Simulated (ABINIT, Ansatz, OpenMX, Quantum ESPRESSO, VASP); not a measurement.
# One calculation of HfO2, 5 ways

```
Hf O
1.0
     5.11800    0.00000    0.00000
     0.00000    5.18570    0.00000
    -0.85866    0.00000    5.21387
Hf O
4 8
Cartesian
  0.8021 2.3870 3.6914
  3.0279 4.9798 4.1294
  3.4573 2.7987 1.5224
  1.2314 0.2059 1.0845
  -0.3473 0.8733 4.4146
  4.1773 3.4661 3.4062
  4.6066 4.3124 0.7993
  0.0821 1.7196 1.8076
  1.4549 3.8473 5.1101
  2.3751 1.2544 2.7107
  2.8045 1.3384 0.1038
  1.8842 3.9313 2.5032
```

Alike in all runs: task single point; functional PBE; k mesh 5 × 5 × 5; occupations fermi-dirac, width 0.05 eV; no spin polarisation; no spin-orbit coupling. Pressure is positive in compression and, in plane waves, holds the error of the finite cutoff.

```
                                                      program and potentials  plane-wave cutoff (eV)                                                 notes  pressure (GPa)  largest force (eV/Å)
                              Ansatz, all-electron LAPW, scalar-relativistic                       -                                                     -            5.88                 0.482
                                        VASP, PBE PAW files Hf_pv, O, 520 eV                     520             7.33 valence electrons an atom on average            2.65                 0.458
                                   Quantum ESPRESSO, SSSP 1.3 efficiency PBE                     816                8 valence electrons an atom on average            3.89                 0.461
                                                    ABINIT, JTH PAW PBE v2.0                     626                8 valence electrons an atom on average            2.94                 0.458
OpenMX, OpenMX 2013 PBE set, Hf7.0-s3p2d2f1, O6.0-s2p2d1, grid cutoff 400 Ry                       -  atomic basis; 8 valence electrons an atom on average            1.57                 0.471
```

Force on atom 7 (O), eV/Å:

```
                                                      program and potentials      x      y      z
                              Ansatz, all-electron LAPW, scalar-relativistic  0.415  0.184  0.162
                                        VASP, PBE PAW files Hf_pv, O, 520 eV  0.404  0.180  0.118
                                   Quantum ESPRESSO, SSSP 1.3 efficiency PBE  0.402  0.173  0.146
                                                    ABINIT, JTH PAW PBE v2.0  0.403  0.185  0.117
OpenMX, OpenMX 2013 PBE set, Hf7.0-s3p2d2f1, O6.0-s2p2d1, grid cutoff 400 Ry  0.434  0.168  0.075
```

The pressure spans 1.57 (OpenMX, OpenMX 2013 PBE set, Hf7.0-s3p2d2f1, O6.0-s2p2d1, grid cutoff 400 Ry) to 5.88 GPa (Ansatz, all-electron LAPW, scalar-relativistic), with all-electron results at 5.88. Rows in atomic bases carry the error of their basis and grid, which can be large.

Differences between rows come from potentials, basis sets and numerical settings, since the functional is the same but for its coding. Runs on potential files found faulty are left out.

All five calculations put the cell under compression and find a substantial force on the same oxygen, so this geometry is not a PBE minimum. The force is the firmer result: its largest value stays between 0.458 and 0.482 eV/Å, although the z component on atom 7 varies from 0.075 to 0.162 eV/Å. With the given coordinates, this oxygen has three near Hf neighbours, and in every row the force points mainly along one of these bonds, towards the metal. Relaxation would therefore probably shorten that bond at the expense of the other two.

The pressure scatters more in relative terms because HfO2, with its strong, partly ionic Hf–O bonds, is stiff: a small shift in the preferred volume becomes a pressure of several GPa. The common positive sign fits the known tendency of PBE to underbind and favour slightly too large oxide cells, but part of it may come from the unrelaxed oxygen positions. A single geometry cannot separate these two contributions.
